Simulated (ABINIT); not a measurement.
# Ti (Fm-3m) in ABINIT: notebook

The runs below take Ti through relaxation of cell and atoms, with PBEsol.

Everything below comes from runs of ABINIT 10.8.3 (patched build). Logs are shortened: lines on timing, memory, paths and dates and some standing lists are left out, and cuts for length are marked. The log counts tension as positive stress, the text compression.

### 1 The crystal as given

Symmetry: Fm-3m, No. 225, cubic system. Conventional cell: a = 4.060 Å, b = 4.060 Å, c = 4.060 Å, α = 90.00°, β = 90.00°, γ = 90.00°. Ti (site symmetry m-3m) has 12 Ti at 2.87 Å as nearest neighbours.

This isn't the form of Ti at room conditions, which is hcp.

### 2 Relaxation of cell and atoms, PBEsol

File run.abi:

```
# Pseudopotentials
pp_dirpath "./"
pseudos "Ti.GGA_PBE-JTH.xml"

# Structure
acell 2.8708535316 2.8708535316 2.8708535316 Angstrom
rprim
     0.0000000000     0.7071067812     0.7071067812
     0.7071067812     0.0000000000     0.7071067812
     0.7071067812     0.7071067812     0.0000000000
ntypat 1
znucl 22
natom 1
typat 1
xred
     0.0000000000     0.0000000000     0.0000000000
chkprim 0
chksymtnons 0
tolsym 1.0e-6

# Plane-wave basis
ecut 15.0
pawecutdg 30.0
pawxcdev 0

# k points
kptopt 1
ngkpt 11 11 11
nshiftk 1
shiftk 0.0 0.0 0.0

# Exchange and correlation
ixc -116133

# Bands and occupations
nband 10
occopt 3
tsmear 0.00183747

# SCF cycle
nstep 100
tolvrs 1.0e-9

# Output
iomode 3
prtwf 0
prtden 0
prteig 0
prtebands 0
enunit 1

# Relaxation
ionmov 2
ntime 60
tolmxf 0.0002
optcell 2
dilatmx 1.08
ecutsm 0.5
```

Potentials or basis: JTH PAW PBE v2.0.

Started as:

```sh
> abinit run.abi > log 2>&1
```

run.abo:

```text
.Version 10.8.3 of ABINIT
 Symmetries : space group Fm -3 m (#225); Bravais cF (face-center cubic)
================================================================================
 Values of the parameters that define the memory need of the present run
     intxc =       0    ionmov =       2      iscf =      17    lmnmax =      18
     lnmax =       6     mgfft =      24  mpssoang =       3    mqgrid =    3001
     natom =       1  nloc_mem =       2    nspden =       1   nspinor =       1
    nsppol =       1      nsym =      48    n1xccc =       1    ntypat =       1
    occopt =       3   xclevel =       2
       mpw =         403          nfft =       13824          nkpt =          56
 PAW method is used; the additional fine FFT grid is defined by:
   mgfftf=        30    nfftf =     27000
================================================================================
================================================================================

--------------------------------------------------------------------------------
------------- Echo of variables that govern the present computation ------------
--------------------------------------------------------------------------------
 -outvars: echo values of preprocessed input variables --------
            acell      5.4251269223E+00  5.4251269223E+00  5.4251269223E+00 Bohr
              amu      4.78800000E+01
          chkprim           0
      chksymtnons           0
          dilatmx      1.08000000E+00
             ecut      1.50000000E+01 Hartree
           ecutsm      5.00000000E-01 Hartree
           enunit           1
           ionmov           2
                       outvar_i_n : Printing only first  50 k-points.
              ixc     -116133
                       outvar_i_n : Printing only first  50 k-points.
         kptrlatt       11    0    0      0   11    0      0    0   11
          kptrlen      5.96763961E+01
            natom           1
            nband          10
            ngfft          24      24      24
          ngfftdg          30      30      30
             nkpt          56
            nstep         100
             nsym          48
            ntime          60
           ntypat           1
                       prtocc : prtvol=0, do not print more k-points.
           occopt           3
          optcell           2
        pawecutdg      3.00000000E+01 Hartree
         pawxcdev           0
           prtden           0
        prtebands           0
           prteig           0
            prtwf           0
            rprim      0.0000000000E+00  7.0710678120E-01  7.0710678120E-01
                       7.0710678120E-01  0.0000000000E+00  7.0710678120E-01
                       7.0710678120E-01  7.0710678120E-01  0.0000000000E+00
          spgroup         225
           tolmxf      2.00000000E-04
           tolsym      1.00000000E-06
           tolvrs      1.00000000E-09
           tsmear      1.83747000E-03 Hartree
            typat      1
           useylm           1
                       outvars : Printing only first  50 k-points.
            znucl       22.00000

================================================================================

 chkinp: Checking input parameters for consistency.

================================================================================
== DATASET  1 ==================================================================

--- !DatasetInfo
iteration_state: {dtset: 1, }
dimensions: {natom: 1, nkpt: 56, mband: 10, nsppol: 1, nspinor: 1, nspden: 1, mpw: 403, }
cutoff_energies: {ecut:  15.0, pawecutdg:  30.0, }
electrons: {nelect:   1.20000000E+01, charge:   0.00000000E+00, occopt:   3.00000000E+00, tsmear:   1.83747000E-03, }
meta: {optdriver: 0, ionmov: 2, optcell: 2, iscf: 17, paral_kgb: 0, }
...

 Real(R)+Recip(G) space primitive vectors, cartesian coordinates (Bohr,Bohr^-1):
 R(1)=  0.0000000  3.8361440  3.8361440  G(1)= -0.1303392  0.1303392  0.1303392
 R(2)=  3.8361440  0.0000000  3.8361440  G(2)=  0.1303392 -0.1303392  0.1303392
 R(3)=  3.8361440  3.8361440  0.0000000  G(3)=  0.1303392  0.1303392 -0.1303392
 Unit cell volume ucvol=  1.1290540E+02 bohr^3
 Angles (23,13,12)=  6.00000000E+01  6.00000000E+01  6.00000000E+01 degrees

 Coarse grid specifications (used for wave-functions):

 getcut: wavevector=  0.0000  0.0000  0.0000  ngfft=  24  24  24
         ecut(hartree)=     17.496   => boxcut(ratio)=   2.34945

 getcut : COMMENT -
  Note that boxcut > 2.2 ; recall that boxcut=Gcut(box)/Gcut(sphere) = 2
  is sufficient for exact treatment of convolution.
  Such a large boxcut is a waste : you could raise ecut
  e.g. ecut=   24.144179 Hartrees makes boxcut=2

 Fine grid specifications (used for densities):

 getcut: wavevector=  0.0000  0.0000  0.0000  ngfft=  30  30  30
         ecut(hartree)=     34.992   => boxcut(ratio)=   2.07895

--- Pseudopotential description ------------------------------------------------
- pspini: atom type   1  psp file is ./Ti.GGA_PBE-JTH.xml
 Pseudopotential format is: paw10
 basis_size (lnmax)=  6 (lmn_size= 18), orbitals=   0   0   1   1   2   2
 Spheres core radius: rc_sph= 2.30802695
 Shapefunction is BESSEL type: shapef(r,l)=aa(1,l)*jl(q(1,l)*r)+aa(2,l)*jl(q(2,l)*r)
 Radius for shape functions =  2.01037111
 Compensation charge density is not taken into account in XC energy/potential

   3.05946380E+02                                ecore*ucvol(ha*bohr**3)
--------------------------------------------------------------------------------

================================================================================

=== [ionmov= 2] Broyden-Fletcher-Goldfarb-Shanno method (forces)
================================================================================

--- Iteration: ( 1/60) Internal Cycle: (1/1)
--------------------------------------------------------------------------------

---SELF-CONSISTENT-FIELD CONVERGENCE--------------------------------------------

--- !BeginCycle
iteration_state: {dtset: 1, itime: 1, icycle: 1, }
solver: {iscf: 17, nstep: 100, nline: 4, wfoptalg: 10, }
tolerances: {tolvrs: 1.00E-09, }
...
[... 144 lines left out ...]
  0.00000000000000E+00  0.00000000000000E+00  0.00000000000000E+00
 Scale of Primitive Cell (acell) [bohr]
  5.42368053511206E+00  5.42368053511206E+00  5.42368053511206E+00
 Real space primitive translations (rprimd) [bohr]
  0.00000000000000E+00  3.83512128536722E+00  3.83512128536722E+00
  3.83512128536722E+00  0.00000000000000E+00  3.83512128536722E+00
  3.83512128536722E+00  3.83512128536722E+00  0.00000000000000E+00
 Unitary Cell Volume (ucvol) [Bohr^3]=  1.12815118715594E+02
 Angles (23,13,12)= [degrees]
  6.00000000000000E+01  6.00000000000000E+01  6.00000000000000E+01
 Lengths [Bohr]
  5.42368053511206E+00  5.42368053511206E+00  5.42368053511206E+00
 Stress tensor in cartesian coordinates (strten) [Ha/bohr^3]
  5.77836294319775E-06  0.00000000000000E+00  0.00000000000000E+00
  0.00000000000000E+00  5.77836294319775E-06  0.00000000000000E+00
  0.00000000000000E+00  0.00000000000000E+00  5.77836294320122E-06
 Total energy (etotal) [Ha]= -5.85910332726536E+01

 Difference of energy with previous step (new-old):
           Absolute (Ha)=-6.63780E-07
           Relative     =-1.13290E-08

--- Iteration: ( 3/60) Internal Cycle: (1/1)
--------------------------------------------------------------------------------

---SELF-CONSISTENT-FIELD CONVERGENCE--------------------------------------------

--- !BeginCycle
iteration_state: {dtset: 1, itime: 3, icycle: 1, }
solver: {iscf: 17, nstep: 100, nline: 4, wfoptalg: 10, }
tolerances: {tolvrs: 1.00E-09, }
...
[... 56 lines left out ...]
  0.00000000000000E+00  0.00000000000000E+00  0.00000000000000E+00
 Scale of Primitive Cell (acell) [bohr]
  5.42099808335049E+00  5.42099808335049E+00  5.42099808335049E+00
 Real space primitive translations (rprimd) [bohr]
  0.00000000000000E+00  3.83322450553641E+00  3.83322450553641E+00
  3.83322450553641E+00  0.00000000000000E+00  3.83322450553641E+00
  3.83322450553641E+00  3.83322450553641E+00  0.00000000000000E+00
 Unitary Cell Volume (ucvol) [Bohr^3]=  1.12647812695710E+02
 Angles (23,13,12)= [degrees]
  6.00000000000000E+01  6.00000000000000E+01  6.00000000000000E+01
 Lengths [Bohr]
  5.42099808335049E+00  5.42099808335049E+00  5.42099808335049E+00
 Stress tensor in cartesian coordinates (strten) [Ha/bohr^3]
  2.61422838654379E-08  0.00000000000000E+00  0.00000000000000E+00
  0.00000000000000E+00  2.61422838480907E-08  0.00000000000000E+00
  0.00000000000000E+00  0.00000000000000E+00  2.61422838480907E-08
 Total energy (etotal) [Ha]= -5.85910337677890E+01

 Difference of energy with previous step (new-old):
           Absolute (Ha)=-4.95135E-07
           Relative     =-8.45070E-09

 At Broyd/MD step   3, gradients are converged :
  max grad (force/stress) = 2.6142E-06 < tolmxf= 2.0000E-04 ha/bohr (free atoms)

================================================================================

 ----iterations are completed or convergence reached----

 Mean square residual over all n,k,spin=   10.081E-09; max=  47.677E-07
 reduced coordinates (array xred) for    1 atoms
       0.000000000000      0.000000000000      0.000000000000
 rms dE/dt=  0.0000E+00; max dE/dt=  0.0000E+00; dE/dt below (all hartree)
    1       0.000000000000      0.000000000000      0.000000000000

 cartesian coordinates (angstrom) at end:
    1      0.00000000000000     0.00000000000000     0.00000000000000

 cartesian forces (hartree/bohr) at end:
    1     -0.00000000000000    -0.00000000000000    -0.00000000000000
 frms,max,avg= 0.0000000E+00 0.0000000E+00   0.000E+00  0.000E+00  0.000E+00 h/b

 cartesian forces (eV/Angstrom) at end:
    1     -0.00000000000000    -0.00000000000000    -0.00000000000000
 frms,max,avg= 0.0000000E+00 0.0000000E+00   0.000E+00  0.000E+00  0.000E+00 e/A
 length scales=  5.420998083350  5.420998083350  5.420998083350 bohr
              =  2.868668644112  2.868668644112  2.868668644112 angstroms
 Fermi (or HOMO) energy (eV) =   7.87684   Average Vxc (eV)= -11.30899
 Eigenvalues (   eV  ) for nkpt=  56  k points:
 kpt#   1, nband= 10, wtk=  0.00075, kpt=  0.0000  0.0000  0.0000 (reduced coord)
 -48.48178  -24.40057  -24.40057  -24.40057    1.69852    8.78601    8.78601    8.78601
  10.50969   10.50969
 prteigrs : prtvol=0 or 1, do not print more k-points.

--- !EnergyTerms
iteration_state     : {dtset: 1, itime: 3, icycle: 1, }
comment             : Components of total free energy in Hartree
kinetic             :  7.75612386566754E+00
hartree             :  1.12086843240057E+01
xc                  : -3.21824615542845E+00
Ewald energy        : -4.30590575714269E+01
psp_core            :  2.71595490769128E+00
local_psp           : -3.38263124229439E+01
PAW spherical_terms : -1.67784575344534E-01
internal            : -5.85906376277793E+01
'-kT*entropy'       : -3.98600606250112E-04
total_energy        : -5.85910362283856E+01
total_energy_eV     : -1.59434331736287E+03
...

--- !EnergyTermsDC
iteration_state     : {dtset: 1, itime: 3, icycle: 1, }
comment             : '"Double-counting" decomposition of free energy'
band_energy         : -8.08546549242528E+00
Ewald energy        : -4.30590575714269E+01
psp_core            :  2.71595490769128E+00
xc_dc               : -1.08099848955235E+01
PAW spherical_terms :  6.47917884501653E-01
internal            : -5.85906351671828E+01
'-kT*entropy'       : -3.98600606250112E-04
total_energy_dc     : -5.85910337677890E+01
total_energy_dc_eV  : -1.59434325040662E+03
...

--- !EnergyTermsWithPAWCore
iteration_state     : {dtset: 1, itime: 3, icycle: 1, }
comment             : 'Components of total free energy, including PAW core contributions'
Total energy        : -8.52861671609379E+02
Total energy DC     : -8.52861669148782E+02
Total energy (eV)   : -2.32075483605558E+04
Total energy DC (eV): -2.32075482935996E+04
...

 Cartesian components of stress tensor (hartree/bohr^3)
  sigma(1 1)=  2.61422839E-08  sigma(3 2)=  0.00000000E+00
  sigma(2 2)=  2.61422838E-08  sigma(3 1)=  0.00000000E+00
  sigma(3 3)=  2.61422838E-08  sigma(2 1)=  0.00000000E+00

-Cartesian components of stress tensor (GPa)         [Pressure= -7.6913E-04 GPa]
- sigma(1 1)=  7.69132546E-04  sigma(3 2)=  0.00000000E+00
- sigma(2 2)=  7.69132545E-04  sigma(3 1)=  0.00000000E+00
- sigma(3 3)=  7.69132545E-04  sigma(2 1)=  0.00000000E+00

== END DATASET(S) ==============================================================
================================================================================

 -outvars: echo values of variables after computation  --------
            acell      5.4209980834E+00  5.4209980834E+00  5.4209980834E+00 Bohr
           etotal     -5.8591033768E+01
            fcart     -0.0000000000E+00 -0.0000000000E+00 -0.0000000000E+00
            rprim      0.0000000000E+00  7.0710678119E-01  7.0710678119E-01
                       7.0710678119E-01  0.0000000000E+00  7.0710678119E-01
                       7.0710678119E-01  7.0710678119E-01  0.0000000000E+00
           strten      2.6142283865E-08  2.6142283848E-08  2.6142283848E-08
                       0.0000000000E+00  0.0000000000E+00  0.0000000000E+00
 Calculation completed.
```

It took 13 s on 1 thread of Intel Xeon 6975P-C (Granite Rapids), shared host; peak memory 0.1 GiB.

What came out:

```
Free energy                                           : -1594.3433 eV
Relaxed volume                                        : 16.69 Å³/atom
Relaxed cell                                          : a = 2.869 Å, b = 2.869 Å, c = 2.869 Å, α = 60.00°, β = 60.00°, γ = 60.00°
Space group after relaxing (to 0.05 Å)                : Fm-3m (No. 225)
Energy gained by relaxing                             : 0.0 meV/atom
Ionic steps                                           : 3
Pressure after relaxing                               : 0.0 GPa
Band gap on the k mesh                                : none (metal or under the smearing width)
Valence electrons inside the program's atomic spheres : Ti 10.23 (radii [1.2214] Å)
```

Final structure:
```yaml
crystal:
  lattice:
    - [0.00000, 2.02846, 2.02846]
    - [2.02846, 0.00000, 2.02846]
    - [2.02846, 2.02846, 0.00000]
  atoms:
    - { symbol: Ti, position: [0.00000, 0.00000, 0.00000] }
```

Caveat: the PAW data sets were made with another functional, which shifts forces and pressure a little.

### 3 Relaxation of cell and atoms, PBEsol, target pressure 10 GPa, at which the enthalpy is minimised

run.abi: that of step 2 with these lines changed.

```diff
@@ -58 +58,2 @@
 ecutsm 0.5
+strtarget 3*-3.398931e-04 3*0.0
```

Potentials or basis: JTH PAW PBE v2.0.

Started as:

```sh
> abinit run.abi > log 2>&1
```

It took 19 s on 1 thread of Intel Xeon 6975P-C (Granite Rapids), shared host; peak memory 0.1 GiB.

Results (log left out):

```yaml
Free_energy: -1594.3073 eV
Relaxed_volume: 15.47 Å³/atom
Relaxed_cell: a = 2.797 Å, b = 2.797 Å, c = 2.797 Å, α = 60.00°, β = 60.00°, γ = 60.00°
Space_group_after_relaxing_to_0.05_Å: Fm-3m (No. 225)
Energy_change_on_relaxing_the_enthalpy_is_what_falls: +35.9 meV/atom
Ionic_steps: 4
Pressure_after_relaxing: 10.0 GPa
Band_gap_on_the_k_mesh: none (metal or under the smearing width)
Valence_electrons_inside_the_program's_atomic_spheres: Ti 10.31 (radii [1.2214] Å)
```

The path:
| step | energy change (eV) | largest force (eV/Å) | pressure (GPa) | volume (Å³) |
| --- | --- | --- | --- | --- |
| 1 | 0.0000 | 0.0000 | -0.26 | 16.73 |
| 2 | 0.0051 | 0.0000 | 3.51 | 16.21 |
| 3 | 0.0394 | 0.0000 | 10.51 | 15.41 |
| 4 | 0.0359 | 0.0000 | 9.98 | 15.47 |

Final structure:
```cif
data_structure
_symmetry_space_group_name_H-M 'P 1'
_symmetry_Int_Tables_number 1
_cell_length_a 2.7966
_cell_length_b 2.7966
_cell_length_c 2.7966
_cell_angle_alpha 60.000
_cell_angle_beta 60.000
_cell_angle_gamma 60.000
_cell_volume 15.47
loop_
_atom_site_label
_atom_site_type_symbol
_atom_site_fract_x
_atom_site_fract_y
_atom_site_fract_z
_atom_site_occupancy
Ti1 Ti 0.00000 0.00000 0.00000 1
```

Levels at points of the mesh, in eV from the Fermi level:
```tsv
k point	band 3	band 4	band 5	band 6	band 7	band 8	band 9	band 10
(0.00, 0.00, 0.00)	-32.04	-32.04	-6.32	0.95	0.95	0.95	2.87	2.87
```

Caveat: the PAW data sets were made with another functional, which shifts forces and pressure a little.

(Continued in part 2 of 2.)
